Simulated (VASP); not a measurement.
# Settings for RbBr: energy along a vibration (SMASS = -2)

RbBr, Fm-3m (no. 225), atoms displaced along the mode, 2 atoms in the cell. PBEsol, energy along a line of displacements; PAW potentials Rb_sv, Br (PBE set). VASP 6.6.1.

Wanted: harmonic frequency within 1 %.

Space group without the displacement: Fm-3m (no. 225); Mode: optical mode at Gamma along x.

POSCAR of the starting run:
```
RbBr
1.0
    0.0000000000      3.4270000000      3.4270000000
    3.4270000000      0.0000000000      3.4270000000
    3.4270000000      3.4270000000      0.0000000000
Rb Br
1 1
Direct
    0.0056396604     -0.0056396604     -0.0056396604
    0.4939676441      0.5060323559      0.5060323559

    0.0096635581   0.0000000000   0.0000000000
   -0.0103364419   0.0000000000   0.0000000000
```

The series start from k mesh: 4 × 4 × 4; Cutoff (eV): 290; Step along the mode (Å): 0.02; Electronic threshold (eV): 1e-7. Each series keeps the choices made before it, and each single choice may use up half of a tolerance.

## k mesh

| k mesh | Harmonic frequency (THz) | Time (s) |
|---|---|---|
| 2 × 2 × 2 | 2.36 | 34 |
| 3 × 3 × 3 | 2.539 | 36 |
| 4 × 4 × 4 | 2.548 | 87 |
| 5 × 5 × 5 | 2.549 | 116 |
| 6 × 6 × 6 (reference) | 2.549 | 208 |

Chosen: 3 × 3 × 3, the loosest value from which every tighter one stays within half of the tolerance.

## Cutoff (eV)

| Cutoff (eV) | Harmonic frequency (THz) | Time (s) |
|---|---|---|
| 160 | 2.621 | 24 |
| 190 | 2.464 | 29 |
| 220 | 2.525 | 24 |
| 260 | 2.537 | 38 |
| 290 | 2.539 | 36 |
| 330 (reference) | 2.539 | 43 |

Chosen: 260.

## Electronic threshold (eV)

| Electronic threshold (eV) | Harmonic frequency (THz) | Time (s) |
|---|---|---|
| 0.001 | 2.532 | 26 |
| 0.0001 | 2.537 | 28 |
| 1e-5 | 2.537 | 30 |
| 1e-6 | 2.537 | 40 |
| 1e-7 | 2.537 | 47 |
| 1e-8 (reference) | 2.537 | 51 |

Chosen: 0.001.

Also changed on the way, by series that aren't shown: Step along the mode (Å): 0.08.

## All choices together

| Input | Harmonic frequency (THz) | Time (s) |
|---|---|---|
| defaults on a coarse mesh (naive) | 2.568 | 8.5 |
| chosen settings | 2.532 | 26 |
| reference settings throughout | 2.553 | 244 |

The tolerance is met.

## The input

INCAR:
```
GGA = PS ; PREC = Accurate
ENCUT = 260 ; EDIFF = 0.001
ALGO = Normal ; LREAL = F
LASPH = T ; ISMEAR = 0
SIGMA = 0.03 ; ISYM = 0
LWAVE = F ; LCHARG = F
IBRION = 0 ; SMASS = -2
POTIM = 1 ; NSW = 9
NELMIN = 4 ; IWAVPR = 11
KPAR = 2
```

KPOINTS:
```
Automatic mesh
0
Gamma
  3 3 3
  0 0 0
```

POSCAR:
```
RbBr
1.0
    0.0000000000      3.4270000000      3.4270000000
    3.4270000000      0.0000000000      3.4270000000
    3.4270000000      3.4270000000      0.0000000000
Rb Br
1 1
Direct
    0.0225586416     -0.0225586416     -0.0225586416
    0.4758705763      0.5241294237      0.5241294237

    0.0386542325   0.0000000000   0.0000000000
   -0.0413457675   0.0000000000   0.0000000000
```

Commands:
```
cat potpaw_PBE.64/Rb_sv/POTCAR potpaw_PBE.64/Br/POTCAR > POTCAR
mpirun -np 2 vasp_std > vasp.out
```

The naive input happens to agree within the tolerance here, in 8.5 s.

Limits: NELMIN = 4 forces that many electronic steps, so a loose EDIFF looks better here than it is.

The chosen input took VASP 6.6.1 26 s on 2 cores (AMD EPYC 7R43 (Zen 3)), a shared host.
